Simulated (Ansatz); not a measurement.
A plane-wave DFT run in Ansatz 0.2.0 (scalar-relativistic PAW potentials unless the input names others): input and command.

```yaml
crystal:
  lattice:
    - [3.136208717, 0.0, 0.0]
    - [-1.5681043585, 2.7160364205, 0.0]
    - [0.0, 0.0, 9.9967232194]
  atoms:
    - { symbol: Cd, position: [0.0, 0.0, 0.0] }
    - { symbol: Cd, position: [0.3333333333, 0.6666666667, 0.25] }
    - { symbol: Cd, position: [0.0, 0.0, 0.5] }
    - { symbol: Cd, position: [0.6666666667, 0.3333333333, 0.75] }
basis:
  ecutwfc: 420
kpoints:
  mp_grid: { grid: [15, 15, 4] }
hamiltonian:
  xc: revpbe
  dispersion: d3bj
scf:
  occupations: { method: gaussian, width: 0.1 }
output:
  forces: true
  eigenvalues: true
  stress: true
```

```bash
ansatz run input.yaml --threads 1 --pin off --max-ram 2560MiB --backend cpu --events-out ev --progress --plain --runs-dir out
```

Abridged log:
```
Basis set: ecut = 420 eV, 1641 PW (Γ), exchange–correlation on 48×48×144 points (8 copies of the dense FFT grid, shifted against one another)
Bands: 48, of which v1, the nominal top of the filled ones, is band 40 counted from 1 (39 counted from 0)
Symmetry: 24 space group operations
k-points: 81 of 900
SCF iter   1: F=—  HF=-33044.491057 eV  |F-HF|=—  |Δ(HF+E_count)|=         —  Δρ=3.37e-3  dr2=8.72e-3  ethr=1.77e-3  ⟨swp⟩=6.4  Hψ=13346  notcnv=0  defer=29
SCF iter   2: F=—  HF=-33044.489871 eV  |F-HF|=—  |Δ(HF+E_count)|=   1.19e-3  Δρ=1.23e-3  dr2=1.67e-3  ethr=1.09e-5  ⟨swp⟩=2.3  Hψ=6597  notcnv=0  defer=40
SCF iter   3: F=—  HF=-33044.489695 eV  |F-HF|=—  |Δ(HF+E_count)|=   1.75e-4  Δρ=4.65e-4  dr2=3.47e-4  ethr=2.09e-6  ⟨swp⟩=2.1  Hψ=5577  notcnv=0  defer=40
SCF iter   4: F=—  HF=-33044.489677 eV  |F-HF|=—  |Δ(HF+E_count)|=   1.87e-5  Δρ=9.78e-5  dr2=2.31e-5  ethr=4.33e-7  ⟨swp⟩=2.0  Hψ=4058  notcnv=0  defer=40
SCF iter   5: F=—  HF=-33044.489733 eV  |F-HF|=—  |Δ(HF+E_count)|=   5.66e-5  Δρ=2.24e-5  dr2=5.51e-7  ethr=2.89e-8  ⟨swp⟩=2.0  Hψ=4013  notcnv=0  defer=40
SCF iter   6: F=-33044.489733 eV  HF=-33044.489733 eV  |F-HF|=4.96e-9  |Δ(HF+E_count)|=   3.95e-8  Δρ=6.43e-6  dr2=3.33e-8  ethr=1.25e-10  ⟨swp⟩=8.4  Hψ=16106  notcnv=0
SCF 1 converged in 6 iterations: F = -33044.489733 eV  dr2 = 3.33e-8
SCF converged after 6 iterations
Free energy (F): -33044.489733 eV
Harris-Foulkes:  -33044.489733 eV  (|F-HF|=4.96e-9)
Internal energy: -33044.482394 eV  (E = F + TS)
E sigma→0 (E₀):  -33044.486064 eV
Entropy (-TS):   -0.007339 eV (-1.835 meV/atom)
Fermi energy:    15.142101 eV
  E_disp       = -3.420836  (pairwise vdW)
--- Forces (eV/Å), atoms counted from 1 ---
  atom   1  Cd     0.00000000     0.00000000     0.00000000
  atom   2  Cd     0.00000000     0.00000000     0.00000000
  atom   3  Cd     0.00000000     0.00000000     0.00000000
  atom   4  Cd     0.00000000     0.00000000     0.00000000
--- Stress (GPa, compression-positive) ---
       -1.108051       0.000000       0.000000
        0.000000      -1.108051       0.000000
        0.000000       0.000000      -1.085671
  P = ⅓ Tr σ = -1.1006 GPa (-11.006 kbar)
```

Apart from outputs, empty bands and the relaxation, which only the reference makes, the input differs from a reference run on usual settings in hamiltonian.xc: "pbe" → "revpbe". The reference, at the same geometry, ended its own course with pressure 0.00 GPa, largest force 0.000 eV/Å, no gap on the mesh. This run converged in 6 SCF iterations with a total energy on another zero, pressure -1.10 GPa, largest force 0.000 eV/Å, no gap on the mesh.

The run took 13 s on 1 thread of Arm Neoverse V1 (shared host), peak memory 0.46 GiB.